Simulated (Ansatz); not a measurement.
The system is C.

```xyz
4
Lattice="1.2332 0.7120 8.2826 -1.2332 0.7120 8.2826 0.0000 -1.4240 8.2826" Properties=species:S:1:pos:R:3 pbc="T T T"
C     0.0000    0.0000    2.1661
C     0.0000    0.0000   18.7315
C     0.0000    0.0000    6.1163
C     0.0000    0.0000   22.6818
```

This isn't the form of C at room conditions, which is graphite.

Base run:

```yaml
Program: Ansatz 0.2.0
Functional: PBEsol
Potentials_or_basis: all-electron LAPW, scalar-relativistic
Cutoff: 479 eV (chosen from the basis error)
Basis_error_allowed: 0.002 eV/atom
k_mesh: 12 × 12 × 12
Occupations: gaussian, width 0.1 eV
Spin: no spin polarisation
```

Its results: band gap on the k mesh 0.19 eV, direct; pressure -2.1 GPa; largest force 0.004 eV/Å.

**Question.** The run is repeated on the same cell with these changes: functional from PBEsol to LDA; occupations from gaussian, width 0.1 eV to gaussian, width 0.02 eV. What comes out?

**Answer.** Band gap on the k mesh 0.19 eV, direct; pressure -6.1 GPa; largest force 0.010 eV/Å.

A k mesh can miss the band edges.
